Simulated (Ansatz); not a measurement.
RbBr:

```
CELL_PARAMETERS angstrom
4.12608 0.00000 0.00000
0.00000 4.12608 0.00000
0.00000 0.00000 4.12608
ATOMIC_POSITIONS crystal
Rb 0.00000 0.00000 0.00000
Br 0.50000 0.50000 0.50000
```

The cell comes from a database or a generator and needn't be the stable form of this composition.

Base run:

```yaml
Program: Ansatz 0.2.0
Functional: PBE
Potentials_or_basis: all-electron LAPW, scalar-relativistic
Cutoff: 109 eV (chosen from the basis error)
Basis_error_allowed: 0.001 eV/atom
k_mesh: 7 × 7 × 7
Occupations: gaussian, width 0.02 eV
Spin: no spin polarisation
```

Its results: band gap on the k mesh 4.11 eV, indirect (least direct gap 4.24 eV); pressure 0.8 GPa.

Problem. The run is repeated on the same cell with these changes: functional from PBE to RPBE. What comes out?

Solution. Band gap on the k mesh 4.42 eV, indirect (least direct gap 4.55 eV); pressure 2.4 GPa.

RPBE binds less tightly than PBE, so the same cell stands under more pressure.

Caveats: an odd mesh through Γ misses points on the zone boundary, where band edges often lie.
